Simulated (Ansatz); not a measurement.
# Thickness series of a NiSi2/Si/CoSi2 junction

How fast does the current through NiSi2/Si/CoSi2 fall with each added layer? The lower electrode is NiSi2 fluorite(111), the upper one CoSi2 fluorite(111); the barrier is Si diamond(111) (whole bilayers). In the first transport cell, after relaxation, the nearest pair of electrode and barrier is Si–Si at 2.36 Å, along the normal, at the lower face and Si–Si at 2.38 Å, along the normal, at the upper one. All share a net of side 3.84 Å, which strains the lower electrode by +0.0 %, the upper one by +1.3 % and the barrier by -0.7 %, against typed lattice constants near PBE's. The first steps treat the bulk electrodes alone.

Method: PBE DFT, plane waves, PAW files, in the first sound run; inputs show where later runs differ, in Ansatz 0.2.0.

Report form: the programs' logs are mostly left out.

## Step 1: Set-up

It takes space group Fm-3m (No. 225, cubic). Conventional cell: a = 5.430 Å, b = 5.430 Å, c = 5.430 Å, α = 90.00°, β = 90.00°, γ = 90.00°. Nearest to Si lie 4 Ni at 2.35 Å. Nearest to Ni lie 8 Si at 2.35 Å. Farther neighbours are not listed.

## Step 2: The strained electrode, electrode NiSi2 fluorite(111)

The electrode is held to the junction's net and relaxed along the normal; its spacing is used for the ideal lead layers.

Contents of input.yaml:

```yaml
crystal:
  lattice:
    - [3.84, 0.0, 0.0]
    - [-1.92, 3.3255375505, 0.0]
    - [0.0, 0.0, 9.4043325761]
  atoms:
    - { symbol: Si, position: [0.0, 0.0, 0.0] }
    - { symbol: Ni, position: [0.3333333333, 0.6666666667, 0.0833333333] }
    - { symbol: Si, position: [0.6666666667, 0.3333333333, 0.1666666667] }
    - { symbol: Si, position: [0.3333333333, 0.6666666667, 0.3333333333] }
    - { symbol: Ni, position: [0.6666666667, 0.3333333333, 0.4166666667] }
    - { symbol: Si, position: [0.0, 0.0, 0.5] }
    - { symbol: Si, position: [0.6666666667, 0.3333333333, 0.6666666667] }
    - { symbol: Ni, position: [0.0, 0.0, 0.75] }
    - { symbol: Si, position: [0.3333333333, 0.6666666667, 0.8333333333] }
kpoints:
  mp_grid: { grid: [12, 12, 3] }
scf:
  occupations: { method: fermi_dirac, width: 0.1 }
  max_iter: 150
hamiltonian:
  xc: pbe
relax:
  f_tol: 0.01
  max_steps: 40
  cell: { fix: [a, b, angles] }
```

Launch:

```sh
$ ansatz run input.yaml --threads 8 --pin off --max-ram 24576MiB --backend cpu --events-out ev --progress --plain --runs-dir out
```

Elapsed: 9.1 s, on 8 threads of Arm Neoverse V2, shared host; peak memory 0.72 GiB; 61 s of CPU time.

This run has no spin polarisation, although Ni can carry a moment.

The steps of the relaxation:

```tsv
step	energy less that of the first step (eV)	largest force component (eV/Å)	pressure (GPa)	volume (Å³)
1	0.0000	0.0328	1.16	120.09
2	-0.0060	0.0199	0.46	120.67
3	-0.0076	0.0018	-0.12	121.17
4*	-0.0079	0.0018	-0.12	121.17
```

Relaxation steps marked * repeat the geometry before them on a plane-wave basis chosen anew for their cell, so energy and pressure can jump there.

Forces are held to the 36 operations that the run works with; a distortion that breaks them can't arise in this run.

```tsv
cell as run	before	after	change
a (Å)	3.840	3.840	-0.0 %
b (Å)	3.840	3.840	-0.0 %
c (Å)	9.404	9.488	+0.9 %
volume (Å³/atom)	13.34	13.46	+0.9 %
```

This step gave:

| Property | Result |
| --- | --- |
| free energy | -21337.2501 eV |
| Fermi energy | 12.85 eV |
| pressure | -0.1177 GPa |

The relaxation ends with a largest force component of 0.0018 eV/Å.

## Step 3: Layer spacing of the electrode, electrode CoSi2 fluorite(111)

System of this step: CoSi2. It takes space group R-3m (No. 166, trigonal). The conventional cell has a = 3.840 Å, b = 3.840 Å, c = 9.198 Å, α = 90.00°, β = 90.00°, γ = 120.00°. Nearest to Si lie 4 Co at 2.30 to 2.35 Å. Co has 8 Si at 2.30 to 2.35 Å nearest. Farther neighbours are not listed.

input.yaml, the sections that differ from step 2:

```yaml
crystal:
  lattice:
    - [3.84, 0.0, 0.0]
    - [-1.92, 3.3255375505, 0.0]
    - [0.0, 0.0, 9.19821853]
  atoms:
    - { symbol: Si, position: [0.0, 0.0, 0.0] }
    - { symbol: Co, position: [0.3333333333, 0.6666666667, 0.0833333333] }
    - { symbol: Si, position: [0.6666666667, 0.3333333333, 0.1666666667] }
    - { symbol: Si, position: [0.3333333333, 0.6666666667, 0.3333333333] }
    - { symbol: Co, position: [0.6666666667, 0.3333333333, 0.4166666667] }
    - { symbol: Si, position: [0.0, 0.0, 0.5] }
    - { symbol: Si, position: [0.6666666667, 0.3333333333, 0.6666666667] }
    - { symbol: Co, position: [0.0, 0.0, 0.75] }
    - { symbol: Si, position: [0.3333333333, 0.6666666667, 0.8333333333] }
# kpoints, scf, hamiltonian, relax: as in step 2
```

Elapsed: 12 s, on 8 threads; peak memory 0.7 GiB.

This run has no spin polarisation, although Co can carry a moment.

Step by step:

```tsv
step	energy less that of the first step (eV)	largest force component (eV/Å)	pressure (GPa)	volume (Å³)
1	0.0000	0.2278	-2.78	117.46
2	-0.0083	0.1411	-2.83	117.47
3	-0.0135	0.0006	-2.69	117.34
4	-0.0135	0.0008	-2.89	117.48
5	-0.0136	0.0003	-2.83	117.44
6*	-0.0135	0.0003	-2.83	117.44
```

Relaxation steps marked * repeat the geometry before them on a plane-wave basis chosen anew for their cell, so energy and pressure can jump there.

Forces are held to the 36 operations that the run works with; a distortion that breaks them can't arise in this run.

```tsv
conventional cell, symmetrised	before	after	change
a (Å)	3.840	3.840	-0.0 %
b (Å)	3.840	3.840	-0.0 %
c (Å)	9.198	9.197	-0.0 %
volume (Å³/atom)	13.05	13.05	-0.0 %
```

The atoms that moved most (Å, as changes of fractional coordinates times the final cell):

```tsv
atom	dx	dy	dz	length
Si4	0.000	0.000	0.020	0.020
Si1	0.000	0.000	0.020	0.020
Si3	0.000	0.000	-0.020	0.020
Si6	0.000	0.000	-0.020	0.020
Si7	0.000	0.000	0.020	0.020
Si9	0.000	0.000	-0.020	0.020
```

The relaxed structure:

```cif
data_structure
_symmetry_space_group_name_H-M 'P 1'
_symmetry_Int_Tables_number 1
_cell_length_a 3.8400
_cell_length_b 3.8400
_cell_length_c 9.1966
_cell_angle_alpha 90.000
_cell_angle_beta 90.000
_cell_angle_gamma 120.000
_cell_volume 117.44
loop_
_atom_site_label
_atom_site_type_symbol
_atom_site_fract_x
_atom_site_fract_y
_atom_site_fract_z
_atom_site_occupancy
Si1 Si 0.00000 0.00000 0.00219 1
Co2 Co 0.33333 0.66667 0.08333 1
Si3 Si 0.66667 0.33333 0.16448 1
Si4 Si 0.33333 0.66667 0.33552 1
Co5 Co 0.66667 0.33333 0.41667 1
Si6 Si 0.00000 0.00000 0.49781 1
Si7 Si 0.66667 0.33333 0.66885 1
Co8 Co 0.00000 0.00000 0.75000 1
Si9 Si 0.33333 0.66667 0.83115 1
```

Numbers from this step:

| Quantity | Value |
| --- | --- |
| free energy | -19197.5602 eV |
| Fermi energy | 12.57 eV |
| pressure | -2.826 GPa |

The relaxation ends with a largest force component of 3.1e-4 eV/Å.

## Step 4: Relaxing the interfaces

System of this step: NiSi2/Si/CoSi2. The cell holds 14 atoms: 12 Si, 1 Ni and 1 Co. Cell: a = 3.840 Å, b = 3.840 Å, c = 33.882 Å, α = 90.0°, β = 90.0°, γ = 120.0°. Vacuum lies along c.

The starting distances are typed guesses, too rough for a quantity that is exponential in distance. A short slab in vacuum serves: only the barrier and the layers next to it are taken over, and later cells can add or drop layers in the barrier's middle. The dipole correction removes the field that unlike faces would set up across the vacuum.

Contents of input.yaml:

```yaml
crystal:
  lattice:
    - [3.84, 0.0, 0.0]
    - [-1.92, 3.3255375505, 0.0]
    - [0.0, 0.0, 33.8824343919]
  atoms:
    - { symbol: Si, position: [0.33333333, 0.66666667, 0.2361105435] }
    - { symbol: Si, position: [0.0, 0.0, 0.2823701701] }
    - { symbol: Ni, position: [0.33333333, 0.66666667, 0.3054999834] }
    - { symbol: Si, position: [0.66666667, 0.33333333, 0.3286297967] }
    - { symbol: Si, position: [0.66666667, 0.33333333, 0.3956261634] }
    - { symbol: Si, position: [0.0, 0.0, 0.4190456535] }
    - { symbol: Si, position: [0.0, 0.0, 0.4893041237] }
    - { symbol: Si, position: [0.33333333, 0.66666667, 0.5127236138] }
    - { symbol: Si, position: [0.33333333, 0.66666667, 0.582982084] }
    - { symbol: Si, position: [0.66666667, 0.33333333, 0.6064015741] }
    - { symbol: Si, position: [0.66666667, 0.33333333, 0.6733979408] }
    - { symbol: Co, position: [0.0, 0.0, 0.6960208197] }
    - { symbol: Si, position: [0.33333333, 0.66666667, 0.7186436986] }
    - { symbol: Si, position: [0.0, 0.0, 0.7638894565] }
kpoints:
  mp_grid: { grid: [8, 8, 1] }
scf:
  occupations: { method: fermi_dirac, width: 0.1 }
  max_iter: 150
hamiltonian:
  xc: pbe
efield:
  axis: 3
  dipole_correction: true
relax:
  f_tol: 0.04
  max_steps: 60
output:
  forces: true
```

Run time: 11 s. Hardware: 8 threads; peak memory 1.3 GiB; 78 s of CPU time.

This run has no spin polarisation, although Co and Ni can carry a moment.

Step by step:

```tsv
step	energy less that of the first step (eV)	largest force component (eV/Å)
1	0.0000	1.2557
2	-0.1182	0.5489
3	-0.1510	0.0753
4	-0.1517	0.0207
```

Forces are held to the 6 operations that the run works with; a distortion that breaks them can't arise in this run.

The atoms that moved most (Å):

```tsv
atom	dx	dy	dz	length
Ni3	0.000	0.000	-0.137	0.137
Si11	0.000	0.000	0.137	0.137
Si2	0.000	0.000	-0.121	0.121
Si1	0.000	0.000	-0.094	0.094
Co12	0.000	0.000	0.068	0.068
Si4	0.000	0.000	-0.051	0.051
Si6	0.000	0.000	0.042	0.042
Si5	0.000	0.000	0.038	0.038
```

Numbers from this step:

| Item | Value |
| --- | --- |
| free energy | -18593.9324 eV |
| Fermi energy | 2.306 eV |
| work function, upper face | 5.115 eV |
| work function, lower face | 5.371 eV |
| dipole moment | 0.01808 e·Å |
| dipole field | 0.007562 V/Å |

The largest force component on a free atom ends at 0.021 eV/Å. The work functions of the outer faces are 5.37 and 5.11 eV.

## Step 5: Transmission over a wide range of energy

This step: PBE DFT, plane waves, PAW files; ballistic transmission by layer matching between semi-infinite leads (Ansatz 0.2.0).

System of this step: NiSi2/Si/CoSi2. The cell holds 57 atoms: 40 Si, 8 Ni and 9 Co. Cell: a = 3.840 Å, b = 3.840 Å, c = 76.462 Å, α = 90.0°, β = 90.0°, γ = 120.0°. Regions: left electrode, 25 atoms (17 Si and 8 Ni); barrier, 6 atoms (6 Si); right electrode, 26 atoms (17 Si and 9 Co). Vacuum lies along c.

The relaxed core is set between ideal electrode layers (this cell holds 6 atomic planes between the electrodes; where that differs from the relaxed slab, whole periods were copied in or cut out without a new relaxation), which the solver continues as semi-infinite leads. A wide energy window on a coarse mesh (12×12) shows where the Fermi level lies against the barrier's bands; the projected density of states shows how far the metals' states reach in.

Contents of input.yaml:

```yaml
crystal:
  lattice:
    - [3.84, 0.0, 0.0]
    - [-1.92, 3.3255375505, 0.0]
    - [0.0, 0.0, 76.4623379267]
  atoms:
    - { symbol: Si, position: [0.0, 0.0, 0.0915483386] }
    - { symbol: Si, position: [0.66666667, 0.33333333, 0.1119729988] }
    - { symbol: Ni, position: [0.0, 0.0, 0.1224423965] }
    - { symbol: Si, position: [0.33333333, 0.66666667, 0.1329117941] }
    - { symbol: Si, position: [0.0, 0.0, 0.1533364544] }
    - { symbol: Ni, position: [0.33333333, 0.66666667, 0.163805852] }
    - { symbol: Si, position: [0.66666667, 0.33333333, 0.1742752497] }
    - { symbol: Si, position: [0.33333333, 0.66666667, 0.1946999099] }
[... 45 atom lines left out ...]
    - { symbol: Co, position: [0.33333333, 0.66666667, 0.868359776] }
    - { symbol: Si, position: [0.66666667, 0.33333333, 0.8781199406] }
    - { symbol: Si, position: [0.33333333, 0.66666667, 0.8986914969] }
    - { symbol: Co, position: [0.66666667, 0.33333333, 0.9084516614] }
kpoints:
  mp_grid: { grid: [8, 8, 1] }
scf:
  occupations: { method: fermi_dirac, width: 0.1 }
  max_iter: 150
hamiltonian:
  xc: pbe
output:
  transmission:
    kmesh: [12, 12]
    e_range: [-2.5, 2.5]
    de: 0.1
    leads: [[10, 13], [43, 46]]
  dos: { projected: true, e_range: [-6, 5], de: 0.05 }
  write_potential: true
  write_density: true
  volumetric_format: npy
  elf: true
```

The job ended after 4 min (8 threads; peak memory 10 GiB).

Numbers from this step:

```yaml
free_energy: -118301.9572 eV
fermi_energy: 8.717 eV
level_to_which_the_leads_are_filled: 0 eV from the Fermi level
transmission_at_the_fermi_level_a_spin_zone_mean: 0.06193
channels_of_the_lower_lead: 1.160
channels_of_the_upper_lead: 1.271
potential_step_in_the_lower_lead: 9 meV
potential_step_in_the_upper_lead: 5.1 meV
```

One spin. Transmission, zone mean against energy, zero at the Fermi level:

```tsv
energy (eV)	transmission, zone mean
-2.50	0.225
-2.30	0.361
-2.20	0.326
-2.00	0.514
-1.80	0.318
-1.60	0.200
-1.50	0.156
-1.30	0.0826
-1.10	0.110
-0.90	0.0703
-0.80	0.0587
-0.60	0.0525
-0.40	0.0466
-0.30	0.0710
-0.10	0.0708
0.00	0.0619
0.10	0.0601
0.30	0.0556
0.40	0.0598
0.60	0.0488
0.80	0.0299
0.90	0.0469
1.10	0.0508
1.30	0.0707
1.50	0.0613
1.60	0.0972
1.80	0.0696
2.00	0.429
2.20	0.836
2.30	0.996
2.40	1.06
2.50	0.964
```

One spin. Open channels, zone mean against energy, zero at the Fermi level:

```tsv
energy (eV)	lower lead	upper lead
-2.50	1.67	1.23
-2.40	1.67	1.19
-2.20	1.80	1.40
-2.10	1.80	1.42
-2.00	1.88	1.55
-1.80	1.84	2.04
-1.70	1.84	1.75
-1.60	1.72	1.94
-1.40	1.49	1.28
-1.30	1.31	1.49
-1.10	1.19	1.67
-1.00	1.02	1.63
-0.90	1.02	1.63
-0.70	0.896	1.80
-0.60	0.854	1.94
-0.50	0.688	1.79
-0.30	0.701	1.62
-0.20	0.910	1.52
-0.10	1.03	1.35
0.00	1.16	1.27
0.10	1.12	1.27
0.20	1.16	1.23
0.30	1.41	1.06
0.50	1.58	0.979
0.60	1.63	0.903
0.70	1.76	0.903
0.90	1.92	0.639
1.00	2.01	0.556
1.10	2.13	0.597
1.30	1.55	0.514
1.40	1.55	0.514
1.60	1.03	0.882
1.70	0.688	0.840
1.80	0.674	0.924
2.00	1.33	1.26
2.10	2.45	1.42
2.20	2.70	1.67
2.40	2.93	1.96
2.50	2.81	1.79
```

Transmission over k1 and k2. At 0.0000 eV from the Fermi level.

Ten even steps from '_' (0.000) to '@' (0.434):
```
________________________
____..::__::..__________
____::==----==::________
______--==__==--________
____::--__@@@@__--::____
____..====@@__@@====..__
______::--__@@@@__--::__
__________--==__==--____
__________::==----==::__
____________..::__::..__
________________________
________________________
```
Columns: k1 (b1) from -0.5 to 0.417; rows upwards: k2 (b2) from -0.5 to 0.417.

Open channels of the lower lead over k1 and k2. At 0.0000 eV from the Fermi level.

Ten even steps from '0' (0.00) to '9' (3.00):
```
333003333003
333636333000
006966960000
303693963033
336636636633
333996669933
333663663663
333036939630
000006966960
300033363633
330033330033
333033333033
```
Columns: k1 (b1) from -0.5 to 0.417; rows upwards: k2 (b2) from -0.5 to 0.417.

Open channels of the upper lead over k1 and k2. At 0.0000 eV from the Fermi level.

Ten even steps from '0' (0.00) to '9' (3.00):
```
033333300000
336636633000
336666663300
333699963330
036699996630
036699999663
003669999663
303336999633
300336666663
300033663663
000000333333
003330003330
```
Columns: k1 (b1) from -0.5 to 0.417; rows upwards: k2 (b2) from -0.5 to 0.417.

Projected DOS an atom over height of the atomic layer and energy from the Fermi level. Layers: Si Si Ni Si Si Ni Si Si Ni Si Si Ni Si Si Ni Si Si Ni Si Si Ni Si Si Ni Si Si Si Si Si Si Si Si Co Si Si Co Si Si Co Si Si Co Si Si Co Si Si Co Si Si Co Si Si Co Si Si Co; projections on atoms miss part of the total, and the computed bands can run out at the top of the range; a column is the mean of 4 neighbouring layers, the last of those left over.

Values in states/eV, 22 rows by 15 columns, each cell a mean:
```
0.20 0.15 0.12 0.15 0.14 0.14 0.17 0.17 0.14 0.16 0.16 0.15 0.18 0.17 0.09
0.34 0.29 0.27 0.30 0.30 0.29 0.35 0.36 0.33 0.34 0.34 0.32 0.37 0.34 0.15
0.41 0.38 0.33 0.38 0.36 0.34 0.49 0.53 0.52 0.57 0.58 0.54 0.50 0.34 0.13
0.43 0.41 0.31 0.38 0.40 0.38 0.64 0.59 0.31 0.30 0.29 0.31 0.33 0.41 0.34
0.45 0.46 0.38 0.42 0.45 0.42 0.56 0.50 0.30 0.29 0.27 0.27 0.34 0.42 0.51
0.42 0.47 0.50 0.55 0.52 0.37 0.54 0.56 0.51 0.58 0.61 0.58 0.54 0.57 0.74
0.45 0.30 0.24 0.24 0.22 0.24 0.38 0.36 0.36 0.37 0.37 0.42 0.38 0.40 0.47
0.50 0.39 0.33 0.37 0.43 0.36 0.31 0.23 0.14 0.14 0.12 0.11 0.11 0.22 0.46
0.34 0.40 0.41 0.46 0.42 0.33 0.18 0.16 0.17 0.15 0.14 0.15 0.15 0.21 0.65
0.36 0.32 0.32 0.31 0.31 0.24 0.12 0.21 0.39 0.24 0.24 0.28 0.23 0.29 1.02
0.23 0.19 0.23 0.23 0.22 0.22 0.15 0.16 0.65 0.46 0.48 0.58 0.50 0.45 2.67
0.31 0.17 0.18 0.18 0.21 0.40 0.34 0.23 1.13 0.73 0.73 1.05 0.69 0.58 5.44
0.65 0.40 0.32 0.31 0.30 0.47 0.35 0.30 1.87 0.85 0.88 1.53 0.90 1.03 4.33
0.77 0.46 0.55 0.48 0.49 0.86 0.57 0.56 2.04 1.27 1.25 2.27 1.25 1.23 1.64
0.68 0.59 0.87 0.61 0.59 1.50 0.63 0.67 0.97 0.62 0.60 1.01 0.59 0.74 0.79
0.94 0.78 1.29 0.76 0.78 2.08 0.63 0.66 0.69 0.52 0.54 0.74 0.54 0.78 0.77
1.45 1.55 2.90 1.55 1.54 1.88 0.59 0.60 0.66 0.58 0.55 0.70 0.57 0.72 0.46
0.80 0.78 1.24 0.78 0.79 1.00 0.58 0.57 1.01 0.95 0.98 1.11 0.95 0.85 0.29
0.69 0.68 0.91 0.67 0.68 1.02 0.39 0.39 0.53 0.54 0.53 0.53 0.54 0.47 0.13
0.69 1.05 1.31 1.04 1.04 0.93 0.25 0.25 0.38 0.42 0.42 0.42 0.42 0.34 0.09
0.37 0.61 0.70 0.62 0.61 0.41 0.18 0.19 0.26 0.26 0.25 0.23 0.27 0.26 0.07
0.28 0.35 0.34 0.36 0.34 0.28 0.23 0.23 0.23 0.27 0.26 0.24 0.27 0.24 0.06
```
Columns: height of the atomic layer (Å) from 8.77 to 69.5 (not evenly spaced); rows upwards: energy from the Fermi level (eV) from -6 to 5.

Valence density in the ca plane at fractional y = 0.000, with atoms of Si and Ni and Co within 0.2 Å of it. It is the smooth field of the valence electrons, not physical close to the nuclei.

Values in e/Å³, 6 rows by 16 columns, each cell a mean:
```
 0  0  0  0  0  0  0  1 11  1  0  0  0  0  0  0
 0  0  0  0  0  0  0  0  1  0  0  0  0  0  0  0
 0  0  0  0  0  0  0  0  0  0  0  0  0  0  0  0
 0  0  0  0  0  0  0  0  0  0  0  0  0  0  0  0
 0  0  0  0  0  0  0  0  1  0  0  0  0  0  0  0
 0  0  0  0  0  0  0  1 20  1  0  0  0  0  0  0
```
Columns run along c (16.0 Å, from fractional 0.48 to 0.69 of the cell), rows up along a (3.8 Å). Atoms in or near the plane, at fractional coordinates: Si at (0.50, 0.00), Co at (0.59, 0.00), Si at (0.62, 0.00), Si at (0.68, 0.00).

ELF in the ca plane at fractional y = 0.000, with atoms of Si and Ni and Co within 0.2 Å of it. It is the smooth field of the valence electrons, not physical close to the nuclei.

Values, 6 rows by 16 columns, each cell a mean:
```
0.00 0.00 0.01 0.19 0.81 0.94 0.57 0.45 0.36 0.32 0.53 0.47 0.25 0.04 0.31 0.45
0.00 0.00 0.00 0.05 0.44 0.79 0.65 0.49 0.32 0.40 0.51 0.59 0.41 0.27 0.44 0.60
0.00 0.00 0.00 0.00 0.04 0.19 0.31 0.46 0.56 0.48 0.31 0.33 0.57 0.59 0.54 0.32
0.00 0.00 0.00 0.01 0.11 0.35 0.40 0.49 0.53 0.49 0.35 0.38 0.54 0.53 0.52 0.38
0.00 0.00 0.00 0.08 0.60 0.88 0.68 0.47 0.26 0.35 0.56 0.63 0.35 0.17 0.40 0.63
0.00 0.00 0.01 0.22 0.85 0.94 0.54 0.45 0.45 0.33 0.53 0.40 0.22 0.03 0.28 0.38
```
Columns run along c (16.0 Å, from fractional 0.01 to 0.22 of the cell), rows up along a (3.8 Å). Atoms in or near the plane, at fractional coordinates: Si at (0.09, 0.00), Ni at (0.12, 0.00), Si at (0.15, 0.00), Si at (0.22, 0.00).

Electrostatic potential energy in the ca plane at fractional y = 0.000, with atoms of Si and Ni and Co within 0.2 Å of it. With pseudopotentials it is smooth inside the atoms' cores, unlike the true potential.

Ten even steps from '0' (-49 eV) to '9' (12 eV), each cell a mean:
```
87300379999999999999950015872004899999985001
98744689999999999999985358986447899999997545
99988899999999999999998889998889999999999888
99999999999998999999999999999999999999999999
99999889999988889999989988999999888998888999
99999989999988889999999998999999889999889999
99999999999999999999999999999999999999999999
99877899999999999999997679998778999999998767
88511489999999999999962137874125899999986213
87200279999999999999840005861003799999984000
```
Columns run along c (16.0 Å, from fractional 0.48 to 0.69 of the cell; values clipped at the 3rd and 97th percentile), rows up along a (3.8 Å). Atoms in or near the plane, at fractional coordinates: Si at (0.50, 0.00), Co at (0.59, 0.00), Si at (0.62, 0.00), Si at (0.68, 0.00).

At the Fermi level the transmission is 0.062, as a zone mean for one spin on this coarse mesh. At the Fermi level the layers of this cell's barrier hold from 0.048 to 0.13 states an eV and atom. In the worse lead the potential repeats within 9 meV, which the program lets pass.

(Continued in part 2 of 2.)

[Logs are printed without paths, hosts, clocks, repeated set-up lines and the standing remarks that a program may print on its own settings, such as how far it seeks lower states.]

[Hosts, paths, dates, database ids (printed as entryN), source tags and the programs' standing remarks are cut or masked in the printed files.]
